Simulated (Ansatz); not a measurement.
## Formation energy of RuS₂ (CdI2-type structure)

The computed numbers are results of PBEsol, scalar-relativistic (collinear spin) in the plane-wave PAW code Ansatz at 420 eV, 10×10×6 k-mesh, Gaussian smearing of 0.05 eV; PAW files: Ansatz's generated set soft_2.

The start was a prototype's sites filled with these elements. The Crystallography Open Database lists the compound in space group Pa-3, so this is a trial structure.

It takes space group P-3m1 (No. 164, trigonal). The conventional cell has a = 3.371 Å, b = 3.371 Å, c = 4.887 Å, α = 90.00°, β = 90.00°, γ = 120.00°. Ru (site symmetry -3m) has 6 S at 2.35 Å as nearest neighbours. S (site symmetry 3m) is surrounded by 3 Ru at 2.35 Å. (Neighbours are counted to 15 % beyond the shortest distance.)

The elements were computed in their standard states with the same datasets, cutoff and functional. The compound's run is ferromagnetic, with site spin moments Ru 0.27 μB. Total energies depend on the potentials used, so only differences within one code and one set of settings carry meaning.

Energy of the relaxed cell (3 atoms, smearing extrapolated to zero): -7587.062 eV. Elements, in eV/atom: Ru -5816.503, S -884.892.

What is the formation energy?

[-7587.062 − (1 × -5816.503 + 2 × -884.892)] / 3 = -0.26 eV/atom, or -25 kJ per mole of atoms.

The value is for 0 K, without zero-point energy. Uncorrected semilocal values for oxides, chalcogenides and halides often miss by tenths of an eV an atom. A negative value shows stability against the elements alone, not against other compounds or structures.

The run wasn't fully tested for a lower electronic state. So small a moment in a metal hangs on mesh and smearing, and semilocal functionals can overstate it, so the real crystal may have none. Site moments are of spin, integrated over atomic spheres.
